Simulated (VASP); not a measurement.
# TiAl (Pm-3m) in VASP: a series of runs

One crystal, TiAl, is run at these levels: PBE; tasks: relaxation of cell and atoms, single point.

All numbers are computed with VASP 6.6.1; they aren't measurements. Logs are shortened: lines on timing, memory, paths and dates and some standing lists are left out, and cuts for length are marked.

## (1) The structure

Symmetry: Pm-3m, No. 221, cubic system. Conventional cell: a = 3.184 Å, b = 3.184 Å, c = 3.184 Å, α = 90.00°, β = 90.00°, γ = 90.00°. Around Ti (site symmetry m-3m) lie 8 Al at 2.76 Å. Al (site symmetry m-3m) is surrounded by 8 Ti at 2.76 Å.

## (2) Relaxation of cell and atoms, PBE

Contents of INCAR:

```
ALGO = Normal
EDIFF = 1E-6
EDIFFG = -0.005
ENCUT = 600
GGA = PE
IBRION = 2
ISIF = 3
ISMEAR = 0
LASPH = True
LCHARG = False
LREAL = False
LWAVE = False
NELM = 100
NSW = 100
PREC = Accurate
SIGMA = 0.1
```

Contents of KPOINTS:

```
k-points
0
Gamma
  14 14 14
```

Contents of POSCAR:

```
TiAl
1.0
    3.1842827061      0.0000000000      0.0000000000
    0.0000000000      3.1842827061      0.0000000000
    0.0000000000      0.0000000000      3.1842827061
Ti Al
1 1
Direct
    0.5000000000      0.5000000000      0.5000000000
    0.0000000000      0.0000000000      0.0000000000
```

Potentials or basis: VASP PAW PBE potentials, release 64 (Ti_sv, Al).

Launch:

```console
$ cat potpaw_PBE.64/Ti_sv/POTCAR potpaw_PBE.64/Al/POTCAR > POTCAR
$ mpirun -np 1 vasp_std > vasp.out
```

OUTCAR:

```text
EDIFF = 1E-6
   EDIFFG = -0.005
   ENCUT = 600
   GGA = PE
   IBRION = 2
   ISIF = 3
   ISMEAR = 0
   LASPH = True
   LREAL = False
   NELM = 100
   NSW = 100
   PREC = Accurate

 ion  position               nearest neighbor table
   1  0.500  0.500  0.500-   2 2.76   2 2.76   2 2.76   2 2.76   2 2.76   2 2.76   2 2.76   2 2.76

   2  0.000  0.000  0.000-   1 2.76   1 2.76   1 2.76   1 2.76   1 2.76   1 2.76   1 2.76   1 2.76

  LATTYP: Found a simple cubic cell.
 ALAT       =     3.1842827061

  Lattice vectors:

 A1 = (   3.1842827061,   0.0000000000,   0.0000000000)
 A2 = (   0.0000000000,   3.1842827061,   0.0000000000)
 A3 = (   0.0000000000,   0.0000000000,   3.1842827061)

Analysis of symmetry for initial positions (statically):
=====================================================================
 Subroutine PRICEL returns:
 Original cell was already a primitive cell.

 Routine SETGRP: Setting up the symmetry group for a
 simple cubic supercell.

 Subroutine GETGRP returns: Found 48 space group operations
 (whereof 48 operations were pure point group operations)
 out of a pool of 48 trial point group operations.

The static configuration has the point symmetry O_h .

Analysis of symmetry for dynamics (positions and initial velocities):
=====================================================================
 Subroutine PRICEL returns:
 Original cell was already a primitive cell.

 Routine SETGRP: Setting up the symmetry group for a
 simple cubic supercell.

 Subroutine GETGRP returns: Found 48 space group operations
 (whereof 48 operations were pure point group operations)
 out of a pool of 48 trial point group operations.

The dynamic configuration has the point symmetry O_h .

 Subroutine INISYM returns: Found 48 space group operations
 (whereof 48 operations are pure point group operations),
 and found     1 'primitive' translations

----------------------------------------------------------------------------------------

                                     Primitive cell

  volume of cell :      32.2875

  direct lattice vectors                    reciprocal lattice vectors
     3.184282706  0.000000000  0.000000000     0.314042468  0.000000000  0.000000000
     0.000000000  3.184282706  0.000000000     0.000000000  0.314042468  0.000000000
     0.000000000  0.000000000  3.184282706     0.000000000  0.000000000  0.314042468

  length of vectors
     3.184282706  3.184282706  3.184282706     0.314042468  0.314042468  0.314042468

  position of ions in fractional coordinates (direct lattice)
     0.500000000  0.500000000  0.500000000
     0.000000000  0.000000000  0.000000000

  ion indices of the primitive-cell ions
   primitive index   ion index
                 1           1
                 2           2

----------------------------------------------------------------------------------------

 KPOINTS: k-points

Automatic generation of k-mesh.
 Grid dimensions read from file:
 generate k-points for:   14   14   14

 Generating k-lattice:

  Cartesian coordinates                     Fractional coordinates (reciprocal lattice)
     0.022431605  0.000000000  0.000000000     0.071428571  0.000000000  0.000000000
     0.000000000  0.022431605  0.000000000     0.000000000  0.071428571  0.000000000
     0.000000000  0.000000000  0.022431605     0.000000000  0.000000000  0.071428571

  Length of vectors
     0.022431605  0.022431605  0.022431605

  Shift w.r.t. Gamma in fractional coordinates (k-lattice)
     0.000000000  0.000000000  0.000000000

 Subroutine IBZKPT returns following result:
 ===========================================

 Found    120 irreducible k-points:

 Following reciprocal coordinates:
            Coordinates               Weight
  0.000000  0.000000  0.000000      1.000000
  0.071429  0.000000  0.000000      6.000000
  0.142857  0.000000  0.000000      6.000000
  0.214286  0.000000  0.000000      6.000000
  0.285714  0.000000  0.000000      6.000000
  0.357143  0.000000  0.000000      6.000000
[... 16 lines left out ...]
  0.285714  0.214286  0.000000     24.000000
  0.357143  0.214286  0.000000     24.000000
 [... further k-points ...]
   k-points           NKPTS =    120   k-points in BZ     NKDIM =    120   number of bands    NBANDS=     11
   number of dos      NEDOS =    301   number of ions     NIONS =      2
   total plane-waves  NPLWV =  21952
   dimension x,y,z NGX =    28 NGY =   28 NGZ =   28
   dimension x,y,z NGXF=    56 NGYF=   56 NGZF=   56
   ions per type =               1   1
   NGX,Y,Z   is equivalent  to a cutoff of  14.62, 14.62, 14.62 a.u.
   NGXF,Y,Z  is equivalent  to a cutoff of  29.24, 29.24, 29.24 a.u.
 SYSTEM =  unknown system
   PREC   = accura    normal or accurate (medium, high low for compatibility)
   ISTART =      0    job   : 0-new  1-cont  2-samecut
   ICHARG =      2    charge: 1-file 2-atom 10-const
   ISPIN  =      1    spin polarized calculation?
   LNONCOLLINEAR =      F non collinear calculations
   LSORBIT =      F    spin-orbit coupling
   LASPH  =      T    aspherical Exc in radial PAW
   ENCUT  =  600.0 eV  44.10 Ry    6.64 a.u.   6.36  6.36  6.36*2*pi/ulx,y,z
   NELM   =    100;   NELMIN=  2; NELMDL= -5     # of ELM steps
   EDIFF  = 0.1E-05   stopping-criterion for ELM
   LREAL  =      F    real-space projection
   EDIFFG = -.5E-02   stopping-criterion for IOM
   NSW    =    100    number of steps for IOM
   IBRION =      2    ionic relax: 0-MD 1-quasi-New 2-CG
   NFREE  =      1    steps in history (QN), initial steepest desc. (CG)
   ISIF   =      3    stress and relaxation
   ISYM   =      2    0-nonsym 1-usesym 2-fastsym
   POTIM  = 0.5000    time-step for ionic-motion
   TEBEG  =    0.0;   TEEND  =   0.0 temperature during run
   PSTRESS=    0.0 pullay stress
   NELECT =      15.0000    total number of electrons
   NUPDOWN=      -1.0000    fix difference up-down
   EMIN   =  10.00;   EMAX   =-10.00  energy-range for DOS
   EFERMI =   0.00;   METHOD = LEGACY
   ISMEAR =     0;   SIGMA  =   0.10  broadening in eV -4-tet -1-fermi 0-gaus
   EFERMI_NEDOS =   21; number of points for ismear=-14 and -15
   IALGO  =     38    algorithm
   IMIX   =      4    mixing-type and parameters
     AMIX     =   0.40;   BMIX     =  1.00
     AMIX_MAG =   1.60;   BMIX_MAG =  1.00
  volume/ion in A,a.u.               =      16.14       108.94
  Fermi-wavevector in a.u.,A,eV,Ry     =   1.267925  2.396031 21.873193  1.607634
  Thomas-Fermi vector in A             =   2.401047
   LORBIT       =      0    0 simple, 1 ext, 2 COOP (PROOUT), +10 PAW based schemes
   GGA     = PE    functional components
   LHFCALC =     F    Hartree Fock is set to
   AEXX    =    0.0000 exact exchange contribution
   IVDW    =     0    specifies the selected vdW correction
   LEPSILON=     F    determine dielectric tensor
   LRPA    =     F    only Hartree local field effects (RPA)
 conjugate gradient relaxation of ions
 non-spin polarized calculation
 Gauss-broadening in eV      SIGMA  =   0.10
  energy-cutoff  :      600.00
  volume of cell :       32.29
 maximum number of plane-waves:      1108
 NGX is ok and might be reduce to    28

--------------------------------------- Ionic step        1  -------------------------------------------

 number of electron      15.0000003 magnetization

 Free energy of the ion-electron system (eV)
  ---------------------------------------------------
  ext. energy  EPLUGINS =         0.00000000
  ---------------------------------------------------
  free energy    TOTEN  =       -12.11637830 eV

  energy without entropy =      -12.10410768  energy(sigma->0) =      -12.11024299

------------------------ aborting loop because EDIFF is reached ----------------------------------------

  FORCE on cell =-STRESS in cart. coord.  units (eV):
  Direction    XX          YY          ZZ          XY          YZ          ZX
  --------------------------------------------------------------------------------------
  -------------------------------------------------------------------------------------
  Total        0.0293147      0.0293147      0.0293147      0.0000000      0.0000000      0.0000000
  in kB        1.4546606      1.4546606      1.4546606      0.0000000      0.0000000      0.0000000
  external PRESSURE =       1.4546606 kB  Pullay stress =       0.0000000 kB
[... 93 lines left out ...]
  energy  without entropy=      -12.1041131463  energy(sigma->0) =      -12.11025805

--------------------------------------- Ionic step        4  -------------------------------------------

 number of electron      15.0000003 magnetization

 Free energy of the ion-electron system (eV)
  ---------------------------------------------------
  ext. energy  EPLUGINS =         0.00000000
  ---------------------------------------------------
  free energy    TOTEN  =       -12.11640248 eV

  energy without entropy =      -12.10411820  energy(sigma->0) =      -12.11026034

 E-fermi :   8.7219     XC(G=0): -11.0609

 val. band max:        8.7084680646   @ k =   0.4286   0.0714   0.0714
 cond. band min:       8.7235468088   @ k =   0.2857   0.2857   0.0000
 fundamental gap:      0.0150787442
 Fermi energy:         8.7218979157

 k-point     1 :       0.0000    0.0000    0.0000
  band No.  band energies     occupation
      1     -48.1978      2.00000
      2     -24.4001      2.00000
      3     -24.4001      2.00000
      4     -24.4001      2.00000
      5      -0.5368      2.00000
      6       7.2863      2.00000
      7       7.2863      2.00000
      8      10.5031      0.00000
      9      10.5031      0.00000
     10      10.5031      0.00000
     11      13.0965      0.00000
[... 309 lines left out ...]
 k-point    24 :       0.3571    0.2143    0.0000
  band No.  band energies     occupation
      1     -48.1807      2.00000
      2     -24.5273      2.00000
      3     -24.4506      2.00000
      4     -24.3825      2.00000
      5       1.9464      2.00000
      6       5.5492      2.00000
      7       7.5492      2.00000
      8       8.6626      1.59827
      9       9.2545      0.00000
     10      10.0696      0.00000
     11      11.5949      0.00000

 [... further k-points ...]

------------------------ aborting loop because EDIFF is reached ----------------------------------------

  FORCE on cell =-STRESS in cart. coord.  units (eV):
  Direction    XX          YY          ZZ          XY          YZ          ZX
  --------------------------------------------------------------------------------------
  -------------------------------------------------------------------------------------
  Total        0.0089540      0.0089540      0.0089540     -0.0000000     -0.0000000     -0.0000000
  in kB        0.4438303      0.4438303      0.4438303     -0.0000000     -0.0000000     -0.0000000
  external PRESSURE =       0.4438303 kB  Pullay stress =       0.0000000 kB
[... 17 lines left out ...]
  FREE ENERGIE OF THE ION-ELECTRON SYSTEM (eV)
  ---------------------------------------------------
  free  energy   TOTEN  =       -12.1164024809 eV

  energy  without entropy=      -12.1041182038  energy(sigma->0) =      -12.11026034

 reached required accuracy - stopping structural energy minimisation
```

It took 1.7 min on 1 thread of AMD EPYC 7R13 (Zen 3), shared host; peak memory 0.18 GiB.

What came out:

- Free energy: -12.1164 eV
- Relaxed volume: 16.16 Å³/atom
- Relaxed cell: a = 3.185 Å, b = 3.185 Å, c = 3.185 Å, α = 90.00°, β = 90.00°, γ = 90.00°
- Space group after relaxing (to 0.05 Å): Pm-3m (No. 221)
- Energy gained by relaxing: 0.0 meV/atom
- Ionic steps: 4
- Pressure after relaxing: 0.0 GPa
- Band gap on the k mesh: none (metal or under the smearing width)

Final structure:
```
Ti Al
1.0
     3.18544    0.00000    0.00000
     0.00000    3.18544    0.00000
     0.00000    0.00000    3.18544
Ti Al
1 1
Cartesian
  1.5927 1.5927 1.5927
  0.0000 0.0000 0.0000
```

Levels at points of the mesh, in eV from the Fermi level:
| k point | band 3 | band 4 | band 5 | band 6 | band 7 | band 8 | band 9 | band 10 | band 11 |
| --- | --- | --- | --- | --- | --- | --- | --- | --- | --- |
| (0.00, 0.00, 0.00) | -33.12 | -33.12 | -9.26 | -1.44 | -1.44 | 1.78 | 1.78 | 1.78 | 4.37 |
| (0.50, 0.00, 0.00) | -33.11 | -33.11 | -6.04 | -5.18 | -0.55 | 0.14 | 0.14 | 1.98 | 2.95 |
| (0.50, 0.50, 0.00) | -33.27 | -33.09 | -5.01 | -2.12 | -2.12 | -1.47 | 0.70 | 0.70 | 2.69 |
| (0.50, 0.50, 0.50) | -33.24 | -33.24 | -3.08 | -3.08 | -3.08 | 0.58 | 2.76 | 2.76 | 2.89 |

## (3) Single point, PBE

This run uses another cell than the first one, of 17.79 Å³/atom, 1.102 times its volume.

Contents of INCAR:

```
PREC = Accurate
ENCUT = 520
EDIFF = 1E-6
ISMEAR = 0
SIGMA = 0.1
LREAL = F
LASPH = T
NELM = 100
ALGO = Normal
ISIF = 2
LWAVE = F
LCHARG = T
GGA = PE
LELF = T
LVHAR = T
NBANDS = 14
```

Contents of KPOINTS:

```
Automatic mesh
0
Gamma
  14 14 14
```

Contents of POSCAR:

```
TiAl
1.0
    3.2891579336      0.0000000000      0.0000000000
    0.0000000000      3.2891579336      0.0000000000
    0.0000000000      0.0000000000      3.2891579336
Ti Al
1 1
Direct
    0.5000000000      0.5000000000      0.5000000000
    0.0000000000      0.0000000000      0.0000000000
```

Potentials or basis: VASP PAW PBE potentials, release 64 (Ti_sv, Al).

Launch:

```console
$ cat potpaw_PBE.64/Ti_sv/POTCAR potpaw_PBE.64/Al/POTCAR > POTCAR
$ mpirun -np 1 vasp_std > vasp.out
```

Run time: 39 s. Hardware: 1 thread of AMD EPYC 7R13 (Zen 3), shared host; peak memory 0.15 GiB.

The run converged. Its results:

```yaml
Free_energy: -12.0207 eV
Pressure: -8.8 GPa
Band_gap_on_the_k_mesh: none (metal or under the smearing width)
```

Levels at points of the mesh, in eV from the Fermi level:
| k point | band 4 | band 5 | band 6 | band 7 | band 8 | band 9 | band 10 | band 11 |
| --- | --- | --- | --- | --- | --- | --- | --- | --- |
| (0.00, 0.00, 0.00) | -33.32 | -8.82 | -1.23 | -1.23 | 1.57 | 1.57 | 1.57 | 3.95 |
| (0.50, 0.00, 0.00) | -33.31 | -5.89 | -4.89 | -0.47 | 0.12 | 0.12 | 1.74 | 2.57 |
| (0.50, 0.50, 0.00) | -33.30 | -4.76 | -2.06 | -2.06 | -1.35 | 0.64 | 0.64 | 2.36 |
| (0.50, 0.50, 0.50) | -33.40 | -2.79 | -2.79 | -2.79 | 0.07 | 2.41 | 2.41 | 2.66 |
